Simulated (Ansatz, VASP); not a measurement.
**C: VASP beside Ansatz**

File INCAR:

```
SYSTEM = C
  PREC = Accurate
  ENCUT = 520
  EDIFF = 1E-6
  ISMEAR = 0
  SIGMA = 0.05
  LREAL = .FALSE.
  LASPH = .TRUE.
  NELM = 100
  ALGO = Normal
  ISIF = 2
  LWAVE = .FALSE.
  LCHARG = .FALSE.
  GGA = PE
  NBANDS = 11
```

Contents of KPOINTS:

```
Automatic mesh
0
G
  12 12 12
  0 0 0
```

File POSCAR:

```
C
1.0
    0.0000000000      1.8750244088      1.6964506556
    1.8750244088      0.0000000000      1.6964506556
    1.8750244088      1.8750244088      0.0000000000
C
2
Direct
    0.5000000000      0.5000000000      0.5000000000
    0.7500000000      0.7500000000      0.7500000000
```

Input for Ansatz:

```yaml
crystal:
  lattice:
    - [0.0, 1.8750244088, 1.6964506556]
    - [1.8750244088, 0.0, 1.6964506556]
    - [1.8750244088, 1.8750244088, 0.0]
  atoms:
    - { symbol: C, position: [0.5, 0.5, 0.5] }
    - { symbol: C, position: [0.75, 0.75, 0.75] }
basis:
  ecutwfc: 420
kpoints:
  mp_grid: { grid: [12, 12, 12] }
hamiltonian:
  xc: pbe
scf:
  occupations: { method: gaussian, width: 0.05 }
output:
  forces: true
  stress: true
  eigenvalues: true
```

Change from the starting cell: strain +0.050 along x and y, -0.050 along z, atoms carried along.

Alike in both runs: task single point; functional PBE; k mesh 12 × 12 × 12; occupations gaussian, width 0.05 eV; no spin polarisation.

|  | VASP | Ansatz |
| --- | --- | --- |
| version | VASP 6.6.1 | Ansatz 0.2.0 |
| potentials or method | VASP PAW PBE potentials, release 64 (C) | scalar-relativistic, plane waves, PAW |
| plane-wave cutoff (eV) | 520 | 420 |
| valence electrons in the cell | 8 | 8 |

```tsv
	VASP	Ansatz	Ansatz less VASP
gap on the k mesh at the Fermi level (eV)	1.70	1.71	+0.004
least direct gap on the mesh (eV)	3.87	3.87	+0.002
pressure (GPa)	-17.6	-18.1	-0.46
largest component of the traceless stress (GPa)	52.62	52.64	+0.025
```

The functional is the same, so the differences come from potentials, cutoffs and numerics.

Caveats: so large a pressure means that the cell lies far from this level's equilibrium, or that cutoff or potentials fall short (VASP).
